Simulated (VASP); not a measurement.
**VASP inputs for GaN (strained rocksalt)**

INCAR

```
LWAVE = .FALSE.
ALGO = Normal
NSW = 0
NBANDS = 16
LASPH = .TRUE.
EDIFF = 1E-7
SIGMA = 0.01
LCHARG = .FALSE.
LREAL = .FALSE.
ENCUT = 520
NELM = 120
ISMEAR = 0
METAGGA = R2SCAN
IBRION = -1
PREC = Accurate
ISIF = 2
```

KPOINTS

```
KPOINTS created by Atomic Simulation Environment
0
Gamma
10 10 10
0 0 0
```

KPOINTS_OPT

```
special points
8
Reciprocal
0.0000000000 0.0000000000 0.0000000000 1
0.5000000000 0.0000000000 0.5000000000 1
0.6250000000 0.2500000000 0.6250000000 1
0.3750000000 0.3750000000 0.7500000000 1
0.5000000000 0.5000000000 0.5000000000 1
0.5000000000 0.2500000000 0.7500000000 1
0.1875000000 0.1875000000 0.3776040000 1
0.0000000000 0.5000000000 0.5000000000 1
```

POSCAR

```
Ga N
 1.0000000000000000
     0.0000000000000000    2.0663449296000000    2.1525128120999999
     2.0663449296000000    0.0000000000000000    2.1525128120999999
     2.0663449296000000    2.0663449296000000    0.0000000000000000
 Ga  N
   1   1
Cartesian
  0.0000000000000000  0.0000000000000000  0.0000000000000000
  2.0663449296000000  2.0663449296000000  2.1525128120999999
```

VASP ran with the recommended PBE PAW datasets (18 valence electrons in the cell).

Predict the results.

gap between bands v and c 1.08 eV; least direct gap 3.46 eV; pressure 7.2 GPa.

Band v is the last that the valence electrons fill when counted band by band, and c is the next. Levels in eV from the top of v:

```json
{"point": "Γ", "v−1": "-0.76", "v": "-0.41", "c": "3.05", "c+1": "15.33"}
{"point": "X", "v−1": "-3.68", "v": "-3.09", "c": "1.08", "c+1": "8.30"}
{"point": "K", "v−1": "-6.04", "v": "-2.12", "c": "4.22", "c+1": "10.06"}
{"point": "L", "v−1": "-0.38", "v": "-0.14", "c": "5.35", "c+1": "9.56"}
{"point": "W", "v−1": "-5.57", "v": "-4.86", "c": "6.05", "c+1": "11.04"}
```
